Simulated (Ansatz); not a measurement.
# SiNi (Pmmn) in Ansatz: a series of runs

Aim: see how the results for SiNi move with the level of theory and the settings. Levels: LDA, LDA+U. Tasks: band structure, relaxation of cell and atoms.

Program: Ansatz 0.2.0. These are calculated values, not measurements. Logs are shortened: lines on timing, memory, paths and dates and some standing lists are left out, and cuts for length are marked.

## Step 1: The structure

It takes space group Pmmn (No. 59, orthorhombic). Conventional cell: a = 2.943 Å, b = 3.280 Å, c = 4.677 Å, α = 90.00°, β = 90.00°, γ = 90.00°. Ni (site symmetry mm2) has 6 Si at 2.34 to 2.37 Å and 4 Ni at 2.65 Å as nearest neighbours. Si (site symmetry mm2) is surrounded by 6 Ni at 2.34 to 2.37 Å and 4 Si at 2.65 Å.

The cell is a database's computed one.

## Step 2: Band structure, LDA, collinear spin, ferromagnetic start

File input.yaml:

```yaml
crystal:
  lattice:
    - [2.94277066, 0.0, 0.0]
    - [0.0, 3.28032554, 0.0]
    - [0.0, 0.0, 4.67744676]
  atoms:
    - { symbol: Ni, position: [0.5, 0.5, 0.34249559], spin: 1.0 }
    - { symbol: Ni, position: [0.0, 0.0, 0.65750441], spin: 1.0 }
    - { symbol: Si, position: [0.5, 0.5, 0.84314316] }
    - { symbol: Si, position: [0.0, 0.0, 0.15685684] }
hamiltonian:
  xc: lda
  pseudopotentials: { kind: paw }
magnetization:
  spin_polarized: true
kpoints:
  mp_grid: { grid: [9, 8, 6] }
  band_path:
    path:
      - [[0.0, 0.0, 0.0], [0.5, 0.0, 0.0], [0.5, 0.5, 0.0], [0.0, 0.5, 0.0], [0.0, 0.0, 0.0], [0.0, 0.0, 0.5], [0.5, 0.0, 0.5], [0.5, 0.5, 0.5], [0.0, 0.5, 0.5], [0.0, 0.0, 0.5]]
      - [[0.0, 0.5, 0.0], [0.0, 0.5, 0.5]]
      - [[0.5, 0.0, 0.5], [0.5, 0.0, 0.0]]
      - [[0.5, 0.5, 0.0], [0.5, 0.5, 0.5]]
    npoints: 14
scf:
  occupations: { method: fermi_dirac, width: 0.05 }
  n_extra_bands: 10
output:
  forces: true
  stress: true
  eigenvalues: true
  fatbands: true
```

Potentials or basis: Ansatz PAW.

Run with:

```
ansatz run input.yaml --threads 2 --pin off --max-ram 5632MiB --backend cpu --events-out ev --progress --plain --runs-dir out
```

What it wrote:

```text
Warning: RAYON_NUM_THREADS=2 ignored (pool sized by the plan → 2); use --threads N
scf.n_extra_bands = 10 over 22 filled bands (N_el = 44.0): the run solves 32 bands
Engine: ansatz 0.2.0, aarch64-unknown-linux-gnu
Pseudopotentials: kind: paw
Pseudopotential: Ni, paw, valence charge 18, recommended cutoff 420 eV (normal), Ni.paw.azcp
Pseudopotential: Si, paw, valence charge 4, recommended cutoff 420 eV (normal), Si.paw.azcp
Functional definition: SPW92
  exchange = slater_x
  correlation = pw_c
Crystal: 4 atoms, lattice volume = 45.153 Å³
Basis set: ecut = 420 eV, 893 PW (Γ)
Bands: 32, of which v1, the nominal top of the filled ones, is band 22 counted from 1 (21 counted from 0)
Symmetry: 8 space group operations
Space group: Pmmn (ITA 59), of the structure as read, at distance tolerance 3.6e-5 Å
Magnetic group: BNS 59.405 (UNI 503), of the structure as read, at distance tolerance 3.6e-5 Å
k-points: 100 of 432
Non-local potential: Ni, projectors of the file, l = 0: 3, l = 1: 2, l = 2: 3, l = 3: 1
Non-local potential: Si, projectors of the file, l = 0: 2, l = 1: 2, l = 2: 2
PAW form: soft (Blöchl's): semilocal exchange-correlation on the pseudo side does not see the compensation charge
PAW frozen core: Ni, regenerated for the run's functional, and the local potential with it (the file was generated under x = pbe(κ = 0.804, μ = 0.2195149727645171), c = pbe(β = 0.06672455060314922))
PAW frozen core: Si, regenerated for the run's functional, and the local potential with it (the file was generated under x = pbe(κ = 0.804, μ = 0.2195149727645171), c = pbe(β = 0.06672455060314922))
PAW one-centre angular grid: Ni, 590 points (default); XC on 64 Gauss nodes
PAW one-centre angular grid: Si, 110 points (default); XC on 64 Gauss nodes
Initial density: superposition of atomic densities (chi_scale 0.1, normalization cell)
Starting moments: Σ|m| = 2 μB on 2 of 4 sites
Initial wavefunctions: pseudopotential atomic-orbital guess
Functional: x = slater, c = lda
SCF iter   1: F=—  HF=-12764.112495 eV  |F-HF|=—  |Δ(HF+E_count)|=         —  Δρ=1.39e-1 (↑1.39e-1 ↓5.64e-2)  dr2=2.57e0  dr2_m=3.59e0  M=0.061 μB ∫|m|=0.159 μB  β_m=0.30  ethr=3.10e-3  ⟨swp⟩=5.8  Hψ=26563  notcnv=0  defer=17
Mixer restart at iter 1: flushing history
[... 15 lines left out ...]
WARN: the starting moments were not kept: the SCF closed with an absolute magnetisation of 5.2e-7 μB, where they sum to 2 μB in size (2 sites). That is at most 0.1 of that sum. Measured as dr2_m measures the in/out step, that magnetisation stands 1.9e-13 eV from none, at or under the dr2_threshold of 1.0e-7 eV: it is no larger than a step whose dr2_m would equal this threshold. The system may hold no moment; this SCF shows only that its start led to no more than that. To try another start: raise the starting moments (crystal.atoms[].spin, magnetization.per_species, magnetization.initial_magnetization, or on a non-collinear deck that types none of these the spinor_matrix: blocks that start its atoms; where the total moment is fixed, keep their sum and leave initial_magnetization as it is; typed ones take the place of any that the run laid by itself, positive ones on a crystal's lanthanoids without a Hubbard term where scf.initial_density.shell_occupations: [] is typed) or, if the notice of its spin-set hold's release reads "site moments contracting" or "site moments show no strong build", lengthen the hold (scf.mixing.spin_hold: { on: { confirm: 4 } }; for m-r²SCAN on two components see the key's manual first). Each may lead to a state that holds a moment. A second SCF, from the converged charge density, with the starting moments and any scf.initial_density.shell_occupations laid on it anew, would have followed, and was not run: the deck does not ask for one (magnetization.retry_lost_moments is false, the default). To let it run, set magnetization.retry_lost_moments: true and run the deck again, where that key's refused combinations let it; where memory then withholds it, that run's warning says so.
NSCF: frozen V_eff on 172 k-points
SCF converged after 12 iterations
Magnetization: -0.0000 μB (22.0000 up, 22.0000 down)
Absolute magnetization: 0.0000 μB (∫|ρ↑−ρ↓|, with the PAW one-centre terms)
Spin contamination: 0.0000 ħ² per cell (⟨S²⟩ above its minimum at these occupations)
Per-site moments (μB) at R_I (Å): [(-1.3317603710081577e-7, 0.963473942393171), (-1.3317603691675117e-7, 0.9634739423931709), (8.605979846039695e-9, 0.963473942393171), (8.605979692627579e-9, 0.9634739423931709)]
Free energy (F): -12766.260196 eV
Harris-Foulkes:  -12766.260196 eV  (|F-HF|=5.02e-9)
Internal energy: -12766.252009 eV  (E = F + TS)
E sigma→0 (E₀):  -12766.256103 eV
Entropy (-TS):   -0.008187 eV (-2.047 meV/atom)
Fermi energy:    16.038340 eV
--- Per-component energies (eV) ---
  E_band       = -596.466076
  E_kinetic    = 661.569202
  E_local      = -8871.022408  (includes V_loc(G=0)·N_el)
  E_nonlocal   = 1329.999316
  E_hartree    = 3832.953693
  E_xc         = -285.055609
  E_vxc        = -321.524664  (∫ρ·V_xc dr)
  E_paw        = -4100.679420  (= ΣΔE_a)
  E_vpaw       = -1061.404904  (= ΣTr[D̂ρ^β])
  E_aug_tail   = 0.000927  (compensation charges beyond the density's cutoff)
  E_ewald      = -5335.054613
  E_core_change = 1.036902  (= ΣΔE_core)
  E_smearing   = -0.008187  (= −TS)
  E_closure    = -0.000000  (closes the sum)
  Σ components = -12766.260196   (vs F -12766.260196, Δ=0.00e0)
--- Forces (eV/Å), atoms counted from 1 ---
  atom   1  Ni     0.00000000     0.00000000    -0.01501475
  atom   2  Ni     0.00000000     0.00000000     0.01501475
  atom   3  Si     0.00000000     0.00000000    -0.24306522
  atom   4  Si     0.00000000     0.00000000     0.24306522
  max |Σ_I F_I| component: 0.00e0 eV/Å
--- Stress (GPa, compression-positive) ---
       -3.649919       0.000000       0.000000
        0.000000      -4.184904       0.000000
        0.000000       0.000000      -6.939198
  P = ⅓ Tr σ = -4.9247 GPa (-49.247 kbar)
--- Band table (eV; the first three rows and the last of 200) ---
  k-point 0 ↑: bands = ["-87.1908", "-87.1808", "-48.1552", "-48.1256", "-48.0325", "-47.9928", "-47.9334", "-47.9034", "1.9073", "7.7010", "9.3333", "11.7045", "12.1908", "12.9919", "13.0769", "13.1745", "13.2698", "13.2850", "13.6652", "13.9503", "13.9923", "14.6628", "17.2606", "18.7524", "21.1846", "21.6095", "23.2414", "23.7169", "23.9156", "24.8659", "26.5734", "27.0627"]
  k-point 1 ↑: bands = ["-87.1908", "-87.1808", "-48.1551", "-48.1258", "-48.0325", "-47.9928", "-47.9334", "-47.9034", "2.0566", "6.8747", "9.8225", "11.7642", "12.1427", "13.0045", "13.0876", "13.1257", "13.1981", "13.2817", "13.5733", "13.9384", "14.5644", "15.1082", "17.5594", "18.6579", "20.3046", "21.5554", "22.5630", "22.8462", "24.8668", "25.6456", "26.4762", "27.2261"]
  k-point 2 ↑: bands = ["-87.1908", "-87.1808", "-48.1549", "-48.1262", "-48.0324", "-47.9928", "-47.9333", "-47.9035", "2.4374", "5.7017", "10.2916", "11.8889", "12.0406", "12.9496", "13.0448", "13.0534", "13.1100", "13.2465", "13.3924", "13.9138", "16.0895", "16.3168", "18.3109", "18.4744", "18.8404", "21.2900", "21.3188", "21.4821", "24.9043", "26.4492", "26.5106", "28.4884"]
  k-point 99 ↓: bands = ["-87.1846", "-87.1846", "-48.1390", "-48.1390", "-48.0212", "-48.0212", "-47.9297", "-47.9297", "8.2842", "8.2842", "9.4177", "9.4177", "11.0518", "11.0518", "12.2642", "12.2642", "13.1275", "13.1275", "13.8883", "13.8883", "14.5181", "14.5181", "15.6727", "15.6727", "17.2286", "17.2286", "23.9874", "23.9874", "25.1575", "25.1575", "26.8774", "26.8774"]
```

bands.tsv:

```text
[... 199 lines left out ...]
```

Wall time 22 s (2 threads of Arm Neoverse V1, shared host); peak memory 0.51 GiB.

What came out:

```
Free energy            : -12766.2602 eV
Pressure               : -4.9 GPa
Largest force          : 0.243 eV/Å
Band gap on the k mesh : none (metal or under the smearing width)
Net moment             : 0.00 μB per cell
Absolute moment        : 0.00 μB per cell
```

Forces on the atoms (eV/Å):
```
Ni   0.000  0.000 -0.015
Ni   0.000  0.000  0.015
Si   0.000  0.000 -0.243
Si   0.000  0.000  0.243
```

Levels at the corners of the path, in eV from the Fermi level:
Spin up:
```
point  band 18  band 19  band 20  band 21  band 22  band 23  band 24  band 25  band 26  band 27
    Γ    -2.75    -2.37    -2.09    -2.05    -1.38     1.22     2.71     5.15     5.57     7.20
    X    -2.67    -2.63    -2.63    -1.61    -1.61     1.75     1.75     3.45     3.45     6.05
    S    -3.38    -2.13    -2.13    -1.62    -1.62     1.57     1.57     1.95     1.95     3.93
    Y    -2.82    -2.30    -2.30    -2.22    -2.22     1.14     1.14     4.96     4.96     7.88
    Γ    -2.75    -2.37    -2.09    -2.05    -1.38     1.22     2.71     5.15     5.57     7.20
    Z    -2.83    -2.75    -2.14     1.10     1.58     1.97     2.39     2.90     3.64     4.47
    U    -2.50    -2.30    -2.30    -1.42    -1.42     3.63     3.63     5.28     5.28     5.70
    R    -2.85    -2.16    -2.16    -1.55    -1.55    -0.42    -0.42     1.01     1.01     8.14
    T    -2.61    -2.08    -2.08    -2.08    -2.08     5.23     5.23     5.37     5.37     7.16
    Z    -2.83    -2.75    -2.14     1.10     1.58     1.97     2.39     2.90     3.64     4.47
    Y    -2.82    -2.30    -2.30    -2.22    -2.22     1.14     1.14     4.96     4.96     7.88
    T    -2.61    -2.08    -2.08    -2.08    -2.08     5.23     5.23     5.37     5.37     7.16
    U    -2.50    -2.30    -2.30    -1.42    -1.42     3.63     3.63     5.28     5.28     5.70
    X    -2.67    -2.63    -2.63    -1.61    -1.61     1.75     1.75     3.45     3.45     6.05
    S    -3.38    -2.13    -2.13    -1.62    -1.62     1.57     1.57     1.95     1.95     3.93
    R    -2.85    -2.16    -2.16    -1.55    -1.55    -0.42    -0.42     1.01     1.01     8.14
```
Spin down:
```tsv
point	band 20	band 21	band 22	band 23	band 24	band 25
Γ	-2.09	-2.05	-1.38	1.22	2.71	5.15
X	-2.63	-1.61	-1.61	1.75	1.75	3.45
S	-2.13	-1.62	-1.62	1.57	1.57	1.95
Y	-2.30	-2.22	-2.22	1.14	1.14	4.96
Γ	-2.09	-2.05	-1.38	1.22	2.71	5.15
Z	-2.14	1.10	1.58	1.97	2.39	2.90
U	-2.30	-1.42	-1.42	3.63	3.63	5.28
R	-2.16	-1.55	-1.55	-0.42	-0.42	1.01
T	-2.08	-2.08	-2.08	5.23	5.23	5.37
Z	-2.14	1.10	1.58	1.97	2.39	2.90
Y	-2.30	-2.22	-2.22	1.14	1.14	4.96
T	-2.08	-2.08	-2.08	5.23	5.23	5.37
U	-2.30	-1.42	-1.42	3.63	3.63	5.28
X	-2.63	-1.61	-1.61	1.75	1.75	3.45
S	-2.13	-1.62	-1.62	1.57	1.57	1.95
R	-2.16	-1.55	-1.55	-0.42	-0.42	1.01
```

Caveat: the PAW data sets come from PBE, with cores solved anew for the run's functional, which leaves a small shift of forces and pressure; the starting moments weren't kept.

## Step 3: Relaxation of cell and atoms, LDA+U, collinear spin, ferromagnetic start

File input.yaml:

```yaml
crystal:
  lattice:
    - [2.94277066, 0.0, 0.0]
    - [0.0, 3.28032554, 0.0]
    - [0.0, 0.0, 4.67744676]
  atoms:
    - { symbol: Ni, position: [0.5, 0.5, 0.34249559], spin: 1.0 }
    - { symbol: Ni, position: [0.0, 0.0, 0.65750441], spin: 1.0 }
    - { symbol: Si, position: [0.5, 0.5, 0.84314316] }
    - { symbol: Si, position: [0.0, 0.0, 0.15685684] }
hamiltonian:
  xc: lda
  pseudopotentials: { kind: paw }
  hubbard: { sites: [{ species: Ni, l: d, u_eff: 3.0 }] }
magnetization:
  spin_polarized: true
kpoints:
  mp_grid: { grid: [9, 8, 6] }
scf:
  occupations: { method: fermi_dirac, width: 0.05 }
output:
  forces: true
  stress: true
  eigenvalues: true
relax:
  f_tol: 0.01
  max_steps: 40
  cell: { stress_tol: 0.05 }
```

Potentials or basis: Ansatz PAW.

Run with:

```
ansatz run input.yaml --threads 2 --pin off --max-ram 5632MiB --backend cpu --events-out ev --progress --plain --runs-dir out
```

Wall time 74 s (2 threads of Arm Neoverse V1, shared host); peak memory 0.57 GiB.

It converged, with:

```
Free energy                            : -12763.5124 eV
Relaxed volume                         : 10.99 Å³/atom
Relaxed cell                           : a = 2.914 Å, b = 3.265 Å, c = 4.622 Å, α = 90.00°, β = 90.00°, γ = 90.00°
Space group after relaxing (to 0.05 Å) : Pmmn (No. 59)
Energy gained by relaxing              : 6.6 meV/atom
Ionic steps                            : 7
Pressure after relaxing                : 0.0 GPa
Band gap on the k mesh                 : none (metal or under the smearing width)
Net moment                             : 0.00 μB per cell
Absolute moment                        : 0.00 μB per cell
```

Forces on the atoms (eV/Å):
```
Ni   0.000  0.000 -0.003
Ni   0.000  0.000  0.003
Si   0.000  0.000 -0.001
Si   0.000  0.000  0.001
```

The path:
| step | energy change (eV) | largest force (eV/Å) | volume (Å³) |
| --- | --- | --- | --- |
| 1 | 0.0000 | 0.2888 | 45.15 |
| 2 | -0.0201 | 0.1845 | 44.50 |
| 3 | -0.0270 | 0.0145 | 43.92 |
| 4 | -0.0271 | 0.0055 | 43.96 |
| 5 | -0.0271 | 0.0027 | 43.97 |
| 6 | -0.0265 | 0.0027 | 43.97 |
| 7 | -0.0265 | 0.0027 | 43.97 |

Final structure:
```
Ni Si
1.0
     2.91387    0.00000    0.00000
     0.00000    3.26497    0.00000
     0.00000    0.00000    4.62165
Ni Si
2 2
Direct
  0.50000 0.50000 0.34327
  0.00000 0.00000 0.65673
  0.50000 0.50000 0.84023
  0.00000 0.00000 0.15977
```

Levels at points of the mesh, in eV from the Fermi level:
Spin up:
```tsv
k point	band 20	band 21	band 22	band 23	band 24	band 25
(0.00, 0.00, 0.00)	-2.38	-2.37	-1.39	1.46	2.91	5.41
(0.00, 0.00, -0.50)	-2.43	1.17	1.71	2.29	2.61	3.17
(0.00, -0.50, 0.00)	-2.79	-2.69	-2.69	1.32	1.32	5.28
(0.00, -0.50, -0.50)	-2.56	-2.47	-2.47	5.54	5.54	5.70
```
Spin down:
```tsv
k point	band 18	band 19	band 20	band 21	band 22	band 23	band 24	band 25	band 26	band 27
(0.00, 0.00, 0.00)	-3.05	-2.84	-2.38	-2.37	-1.39	1.46	2.91	5.41	5.93	7.57
(0.00, 0.00, -0.50)	-3.25	-3.23	-2.43	1.17	1.71	2.29	2.61	3.17	3.95	4.78
(0.00, -0.50, 0.00)	-3.20	-2.79	-2.79	-2.69	-2.69	1.32	1.32	5.28	5.28	8.23
(0.00, -0.50, -0.50)	-3.09	-2.56	-2.56	-2.47	-2.47	5.54	5.54	5.70	5.70	7.62
```

Eigenvalues of the final occupation matrices:
```csv
site,spin,trace,eigenvalues
site 1,1,4.50,0.85 0.88 0.89 0.91 0.96
site 1,2,4.50,0.85 0.88 0.89 0.91 0.96
site 2,1,4.50,0.85 0.88 0.89 0.91 0.96
site 2,2,4.50,0.85 0.88 0.89 0.91 0.96
```

Caveat: the magnetic or orbital state may not be the lowest; the plane-wave basis is chosen anew once the cell has moved, so the energies of steps on either side of that aren't comparable; the PAW data sets come from PBE, with cores solved anew for the run's functional, which leaves a small shift of forces and pressure; the U is typed as a test and isn't derived for this compound; the starting moments weren't kept.
